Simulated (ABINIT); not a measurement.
# Ge (I4_1/amd) in ABINIT: single point with WC

Aim: the single point of Ge with WC.

Everything below comes from runs of ABINIT 10.8.3 (patched build). Logs are shortened: lines on timing, memory, paths and dates and some standing lists are left out, and cuts for length are marked. The log counts tension as positive stress, the text compression.

## 1. The structure

The structure is tetragonal, space group I4_1/amd (No. 141). Conventional cell: a = 5.149 Å, b = 5.149 Å, c = 2.795 Å, α = 90.00°, β = 90.00°, γ = 90.00°. Around Ge (site symmetry -4m2) lie 6 Ge at 2.67 to 2.79 Å.

This isn't the form of Ge at room conditions, which is diamond.

## 2. Single point, WC

run.abi

```
# Pseudopotentials
pp_dirpath "./"
pseudos "Ge.upf"

# Structure
acell 3*1.0
rprim
    -4.8650804796     4.8650804796     2.6407271787
     4.8650804796    -4.8650804796     2.6407271787
     4.8650804796     4.8650804796    -2.6407271787
ntypat 1
znucl 32
natom 2
typat 1 1
xred
     0.5000000000     0.5000000000     0.0000000000
     0.2500000000     0.7500000000     0.5000000000

# Plane-wave basis
ecut 39.0

# k points
kptopt 1
ngkpt 8 8 8
nshiftk 1
shiftk 0.0 0.0 0.0

# Exchange and correlation
ixc 23

# Bands and occupations
nband 18
occopt 3
tsmear 0.05 eV

# SCF cycle
nstep 100
tolvrs 1.0e-10

# Output
iomode 3
prtwf 0
prteig 0
prtebands 0
prtden 1
prtvha 1
prtvclmb 1
prtpot 1
prtelf 1
```

Potentials or basis: PseudoDojo NC SR PBEsol v0.4.1 standard.

The run is started by

```sh
> abinit run.abi > log 2>&1
```

run.abo:

```text
.Version 10.8.3 of ABINIT
 Symmetries : space group I4_1/a m d (#141); Bravais tI (body-center tetrag.)
================================================================================
 Values of the parameters that define the memory need of the present run
     intxc =       0    ionmov =       0      iscf =       7    lmnmax =       6
     lnmax =       6     mgfft =      45  mpssoang =       3    mqgrid =    3001
     natom =       2  nloc_mem =       1    nspden =       1   nspinor =       1
    nsppol =       1      nsym =      16    n1xccc =    2501    ntypat =       1
    occopt =       3   xclevel =       2
       mpw =        2936          nfft =       91125          nkpt =          59
================================================================================
================================================================================

--------------------------------------------------------------------------------
------------- Echo of variables that govern the present computation ------------
--------------------------------------------------------------------------------
 -outvars: echo values of preprocessed input variables --------
            acell      1.0000000000E+00  1.0000000000E+00  1.0000000000E+00 Bohr
              amu      7.26100000E+01
             ecut      3.90000000E+01 Hartree
                       outvar_i_n : Printing only first  50 k-points.
              ixc          23
                       outvar_i_n : Printing only first  50 k-points.
         kptrlatt        8    0    0      0    8    0      0    0    8
          kptrlen      4.22516349E+01
            natom           2
            nband          18
            ngfft          45      45      45
             nkpt          59
            nstep         100
             nsym          16
           ntypat           1
                       prtocc : prtvol=0, do not print more k-points.
           occopt           3
        prtebands           0
           prteig           0
           prtelf           1
           prtpot           1
         prtvclmb           1
           prtvha           1
            prtwf           0
            rprim     -4.8650804796E+00  4.8650804796E+00  2.6407271787E+00
                       4.8650804796E+00 -4.8650804796E+00  2.6407271787E+00
                       4.8650804796E+00  4.8650804796E+00 -2.6407271787E+00
          spgroup         141
           tolvrs      1.00000000E-10
           tsmear      1.83746611E-03 Hartree
            typat      1  1
                       outvars : Printing only first  50 k-points.
           xangst     -9.5669804422E-17  8.8508198104E-17  1.3974126422E+00
                       2.5744897173E+00  0.0000000000E+00  6.9870632112E-01
            xcart     -1.8078972888E-16  1.6725625431E-16  2.6407271787E+00
                       4.8650804796E+00  0.0000000000E+00  1.3203635894E+00
             xred      5.0000000000E-01  5.0000000000E-01 -1.3908787962E-18
                       2.5000000000E-01  7.5000000000E-01  5.0000000000E-01
            znucl       32.00000

================================================================================

 chkinp: Checking input parameters for consistency.

================================================================================
== DATASET  1 ==================================================================

--- !DatasetInfo
iteration_state: {dtset: 1, }
dimensions: {natom: 2, nkpt: 59, mband: 18, nsppol: 1, nspinor: 1, nspden: 1, mpw: 2936, }
cutoff_energies: {ecut:  39.0, pawecutdg:  -1.0, }
electrons: {nelect:   2.80000000E+01, charge:   0.00000000E+00, occopt:   3.00000000E+00, tsmear:   1.83746611E-03, }
meta: {optdriver: 0, ionmov: 0, optcell: 0, iscf: 7, paral_kgb: 0, }
...

 Exchange-correlation functional for the present dataset will be:
  GGA: Wu Cohen functional - ixc=23
  Z. Wu and R. E. Cohen, PRB 73, 235116 (2006)

 Real(R)+Recip(G) space primitive vectors, cartesian coordinates (Bohr,Bohr^-1):
 R(1)= -4.8650805  4.8650805  2.6407272  G(1)=  0.0000000  0.1027732  0.1893418
 R(2)=  4.8650805 -4.8650805  2.6407272  G(2)=  0.1027732  0.0000000  0.1893418
 R(3)=  4.8650805  4.8650805 -2.6407272  G(3)=  0.1027732  0.1027732  0.0000000
 Unit cell volume ucvol=  2.5001357E+02 bohr^3
 Angles (23,13,12)=  9.73769836E+01  9.73769836E+01  1.38005201E+02 degrees

 getcut: wavevector=  0.0000  0.0000  0.0000  ngfft=  45  45  45
         ecut(hartree)=     39.000   => boxcut(ratio)=   2.12438

--- Pseudopotential description ------------------------------------------------
- pspini: atom type   1  psp file is ./Ge.upf
12 -116133 2 -1 1560                          pspcod,pspxc,lmax,lloc,mmax
     nproj     2     2     2

   1.72858076E+03                                ecore*ucvol(ha*bohr**3)
--------------------------------------------------------------------------------

================================================================================

--- !BeginCycle
iteration_state: {dtset: 1, }
solver: {iscf: 7, nstep: 100, nline: 4, wfoptalg: 0, }
tolerances: {tolvrs: 1.00E-10, }
...

     iter   Etot(hartree)      deltaE(h)  residm     vres2
 ETOT  1  -177.30834363386    -1.773E+02 9.616E-01 5.056E+01
 ETOT  2  -178.60846517148    -1.300E+00 4.472E-02 3.868E+01
 ETOT  3  -178.61294036317    -4.475E-03 1.664E-03 5.109E+00
 ETOT  4  -178.61337396385    -4.336E-04 1.449E-03 1.263E+00
 ETOT  5  -178.61351656241    -1.426E-04 8.343E-04 6.759E-04
 ETOT  6  -178.61351662018    -5.777E-08 5.685E-04 2.831E-04
 ETOT  7  -178.61351665286    -3.267E-08 2.969E-04 4.200E-06
 ETOT  8  -178.61351665333    -4.738E-10 2.698E-04 1.261E-08
 ETOT  9  -178.61351665333     3.723E-12 1.275E-04 1.285E-10
 ETOT 10  -178.61351665333    -1.847E-12 1.663E-04 4.684E-14

 At SCF step   10       vres2   =  4.68E-14 < tolvrs=  1.00E-10 =>converged.

 Compute ELF
--------------------------------------------------------------------------------

 Compute kinetic energy density

 Compute gradient of the electron density
 Electron Localization Function (ELF) [min:0;max:1]
)     Maximum=    6.2249E-01  at reduced coord.    0.3778    0.6222    0.7556
)     Minimum=    0.0000E+00  at reduced coord.    0.4889    0.4889    0.0000
   Integrated=    8.0701E+01

--------------------------------------------------------------------------------
 End of ELF section

 Cartesian components of stress tensor (hartree/bohr^3)
  sigma(1 1)=  5.97412883E-05  sigma(3 2)=  0.00000000E+00
  sigma(2 2)=  5.97412883E-05  sigma(3 1)=  0.00000000E+00
  sigma(3 3)= -9.89156395E-05  sigma(2 1)=  0.00000000E+00

--- !ResultsGS
iteration_state: {dtset: 1, }
comment   : Summary of ground state results
lattice_vectors:
- [ -4.8650805,   4.8650805,   2.6407272, ]
- [  4.8650805,  -4.8650805,   2.6407272, ]
- [  4.8650805,   4.8650805,  -2.6407272, ]
lattice_lengths: [   7.36963,    7.36963,    7.36963, ]
lattice_angles: [ 97.377,  97.377, 138.005, ] # degrees, (23, 13, 12)
lattice_volume:   2.5001357E+02
convergence: {deltae: -1.847E-12, res2:  4.684E-14, residm:  1.663E-04, diffor: null, }
etotal    :  -1.78613517E+02
entropy   :   0.00000000E+00
fermie    :   1.99984357E-01
cartesian_stress_tensor: # hartree/bohr^3
- [  5.97412883E-05,   0.00000000E+00,   0.00000000E+00, ]
- [  0.00000000E+00,   5.97412883E-05,   0.00000000E+00, ]
- [  0.00000000E+00,   0.00000000E+00,  -9.89156395E-05, ]
pressure_GPa:  -2.0170E-01
xred      :
- [  5.0000E-01,   5.0000E-01,  -1.3909E-18, Ge]
- [  2.5000E-01,   7.5000E-01,   5.0000E-01, Ge]
cartesian_forces: # hartree/bohr
- [  9.40455820E-30,  -2.10791822E-30,  -5.67584464E-30, ]
- [ -9.40455820E-30,   2.10791822E-30,   5.67584464E-30, ]
force_length_stats: {min:   1.11850010E-29, max:   1.11850010E-29, mean:   1.11850010E-29, }
...

 Integrated electronic density in atomic spheres:
 ------------------------------------------------
 Atom  Sphere_radius  Integrated_density
    1        2.00000         11.48905396
    2        2.00000         11.50279364
================================================================================

 ----iterations are completed or convergence reached----

 Mean square residual over all n,k,spin=   24.091E-08; max=  16.634E-05
 reduced coordinates (array xred) for    2 atoms
       0.500000000000      0.500000000000     -0.000000000000
       0.250000000000      0.750000000000      0.500000000000
 rms dE/dt=  5.5662E-29; max dE/dt=  7.5731E-29; dE/dt below (all hartree)
    1       0.000000000000     -0.000000000000     -0.000000000000
    2      -0.000000000000      0.000000000000      0.000000000000

 cartesian coordinates (angstrom) at end:
    1     -0.00000000000000     0.00000000000000     1.39741264223219
    2      2.57448971726679     0.00000000000000     0.69870632111610

 cartesian forces (hartree/bohr) at end:
    1      0.00000000000000    -0.00000000000000    -0.00000000000000
    2     -0.00000000000000     0.00000000000000     0.00000000000000
 frms,max,avg= 6.4576633E-30 9.4045582E-30   0.000E+00  0.000E+00  0.000E+00 h/b

 cartesian forces (eV/Angstrom) at end:
    1      0.00000000000000    -0.00000000000000    -0.00000000000000
    2     -0.00000000000000     0.00000000000000     0.00000000000000
 frms,max,avg= 3.3206640E-28 4.8360183E-28   0.000E+00  0.000E+00  0.000E+00 e/A
 length scales=  1.000000000000  1.000000000000  1.000000000000 bohr
              =  0.529177210544  0.529177210544  0.529177210544 angstroms
 Fermi (or HOMO) energy (hartree) =   0.19998   Average Vxc (hartree)=  -0.42687
 Eigenvalues (hartree) for nkpt=  59  k points:
 kpt#   1, nband= 18, wtk=  0.00195, kpt=  0.0000  0.0000  0.0000 (reduced coord)
  -0.70937   -0.70731   -0.70667   -0.70612   -0.70241   -0.70241   -0.70217   -0.70217
  -0.70027   -0.69777   -0.28755    0.05086    0.11597    0.11597    0.32223    0.48009
   0.48009    0.50022
      occupation numbers for kpt#   1
   2.00000    2.00000    2.00000    2.00000    2.00000    2.00000    2.00000    2.00000
   2.00000    2.00000    2.00000    2.00000    2.00000    2.00000    0.00000    0.00000
   0.00000    0.00000
 prteigrs : prtvol=0 or 1, do not print more k-points.

--- !EnergyTerms
iteration_state     : {dtset: 1, }
comment             : Components of total free energy in Hartree
kinetic             :  1.34096695148135E+02
hartree             :  4.50955737239545E+01
xc                  : -4.34221620254292E+01
Ewald energy        : -1.12041434551393E+02
psp_core            :  6.91394769290379E+00
local_psp           : -1.14805609727721E+02
non_local_psp       : -9.44502593310185E+01
internal            : -1.78613249070569E+02
'-kT*entropy'       : -2.67582761534272E-04
total_energy        : -1.78613516653330E+02
total_energy_eV     : -4.86032139040673E+03
band_energy         : -1.40493590069566E+01
...

 Cartesian components of stress tensor (hartree/bohr^3)
  sigma(1 1)=  5.97412883E-05  sigma(3 2)=  0.00000000E+00
  sigma(2 2)=  5.97412883E-05  sigma(3 1)=  0.00000000E+00
  sigma(3 3)= -9.89156395E-05  sigma(2 1)=  0.00000000E+00

-Cartesian components of stress tensor (GPa)         [Pressure= -2.0170E-01 GPa]
- sigma(1 1)=  1.75764938E+00  sigma(3 2)=  0.00000000E+00
- sigma(2 2)=  1.75764938E+00  sigma(3 1)=  0.00000000E+00
- sigma(3 3)= -2.91019859E+00  sigma(2 1)=  0.00000000E+00

== END DATASET(S) ==============================================================
================================================================================

 -outvars: echo values of variables after computation  --------
            acell      1.0000000000E+00  1.0000000000E+00  1.0000000000E+00 Bohr
           etotal     -1.7861351665E+02
            fcart      9.4045581969E-30 -2.1079182165E-30 -5.6758446386E-30
                      -9.4045581969E-30  2.1079182165E-30  5.6758446386E-30
            rprim     -4.8650804796E+00  4.8650804796E+00  2.6407271787E+00
                       4.8650804796E+00 -4.8650804796E+00  2.6407271787E+00
                       4.8650804796E+00  4.8650804796E+00 -2.6407271787E+00
           strten      5.9741288272E-05  5.9741288272E-05 -9.8915639539E-05
                       0.0000000000E+00  0.0000000000E+00  0.0000000000E+00
           xangst     -9.5669804422E-17  8.8508198104E-17  1.3974126422E+00
                       2.5744897173E+00  0.0000000000E+00  6.9870632112E-01
             xred      5.0000000000E-01  5.0000000000E-01 -1.3908787962E-18
                       2.5000000000E-01  7.5000000000E-01  5.0000000000E-01
 Calculation completed.
```

Wall time 2.4 min (1 thread of Intel Xeon Platinum 8259CL at 2.50GHz (Skylake/Cascade Lake), shared host); peak memory 0.12 GiB.

What came out:

| Property | Result |
| --- | --- |
| Free energy | -4860.3214 eV |
| Pressure | -0.2 GPa |
| Band gap on the k mesh | none (metal or under the smearing width) |
| Valence electrons inside the program's atomic spheres | Ge 11.49, 11.50 (radii [1.0584] Å) |

Stress tensor (GPa, compression positive):
```
-1.76  0.00  0.00
 0.00 -1.76  0.00
 0.00  0.00  2.91
```

Caveat: the potentials were made for another functional, which shifts forces and pressure.
